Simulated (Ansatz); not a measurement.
The system is BN.

```
CELL_PARAMETERS angstrom
0.00000 1.81300 1.81300
1.81300 0.00000 1.81300
1.81300 1.81300 0.00000
ATOMIC_POSITIONS crystal
N 0.25000 0.25000 0.25000
B 0.00000 0.00000 0.00000
```

The cell is a database's computed one.

- Program: Ansatz 0.2.0
- Task: relaxation of cell and atoms
- Functional: revPBE
- Dispersion: D3(BJ)
- Potentials or basis: all-electron LAPW, scalar-relativistic
- Basis error allowed: 0.001 eV/atom
- k mesh: 13 × 13 × 13
- Occupations: fermi-dirac, width 0.05 eV
- Spin: no spin polarisation

At the start: volume 5.96 Å³/atom.

Where does the relaxation end?

Over 5 steps the energy falls by 2.8 meV/atom and the volume is 5.84 Å³/atom (-2.0 %); space group F-43m (No. 216, to 0.05 Å).

The path:
| step | energy change (eV) | largest force (eV/Å) | volume (Å³) |
| --- | --- | --- | --- |
| 1 | 0.0000 | 0.0000 | 11.92 |
| 2 | -0.0045 | 0.0000 | 11.78 |
| 3 | -0.0056 | 0.0000 | 11.68 |
| 4 | -0.0056 | 0.0000 | 11.68 |
| 5 | -0.0056 | 0.0000 | 11.68 |

Final structure:
```
N B
1.0
     0.00000    1.80085    1.80085
     1.80085    0.00000    1.80085
     1.80085    1.80085    0.00000
N B
1 1
Cartesian
  0.9004 0.9004 0.9004
  0.0000 0.0000 0.0000
```
